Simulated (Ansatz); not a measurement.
# BaZrO3: the cost of one run

Code: Ansatz 0.2.0. PAW datasets, plane waves. Computed at 0 K without zero-point motion; spin polarisation is off.

### 1 Starting point

The unstrained cell was relaxed with r2SCAN; in each strained cell the atoms were relaxed again with r2SCAN. Names of k-points are those of the unstrained zone, where strain can split equivalent points. First state: -2.0 % equal strain in all directions.

The symmetry is Pm-3m (No. 221, cubic); a = 4.121 Å in the conventional setting, 14.00 Å³ an atom. Around Ba lie 12 O at 2.91 Å; around Zr lie 6 O at 2.06 Å; around O lie 2 Zr at 2.06 Å and 4 Ba at 2.91 Å.

As a file:

```
CELL_PARAMETERS angstrom
4.12125 0.00000 0.00000
0.00000 4.12125 0.00000
0.00000 0.00000 4.12125
ATOMIC_POSITIONS crystal
Ba 0.00000 0.00000 0.00000
Zr 0.50000 0.50000 0.50000
O 0.50000 0.50000 0.00000
O 0.50000 0.00000 0.50000
O 0.00000 0.50000 0.50000
```

From earlier runs on the unstrained cell: PBE 3.22 eV, r2SCAN 3.73 eV, HSE06 4.69 eV; a = 4.205 Å.

### 2 -2.0 % equal strain in all directions: PBE

input.yaml reads:

```yaml
crystal:
  lattice:
    - [4.1212480778, 0.0, 0.0]
    - [0.0, 4.1212480778, 0.0]
    - [0.0, 0.0, 4.1212480778]
  atoms:
    - { symbol: Ba, position: [0.0, 0.0, 0.0] }
    - { symbol: Zr, position: [0.5, 0.5, 0.5] }
    - { symbol: O, position: [0.5, 0.5, 0.0] }
    - { symbol: O, position: [0.5, 0.0, 0.5] }
    - { symbol: O, position: [0.0, 0.5, 0.5] }
kpoints:
  mp_grid: { grid: [6, 6, 6] }
  band_path:
    path: [[0.0, 0.0, 0.0], [0.0, 0.5, 0.0], [0.5, 0.5, 0.0], [0.5, 0.5, 0.5]]
    npoints: 1
hamiltonian:
  xc: pbe
scf:
  occupations: { method: fermi_dirac, width: 0.02 }
  n_extra_bands: 5
output:
  forces: true
  stress: true
  eigenvalues: true
```

Launch:

```bash
$ ansatz run input.yaml --threads 4 --pin off --max-ram 4608MiB --backend cpu --events-out ev --progress --plain --runs-dir out
```

What time and memory should one allow on 4 threads of Intel Xeon at 2.50GHz (Skylake/Cascade Lake), shared host?

About 3 s, with a peak of 0.41 GiB.
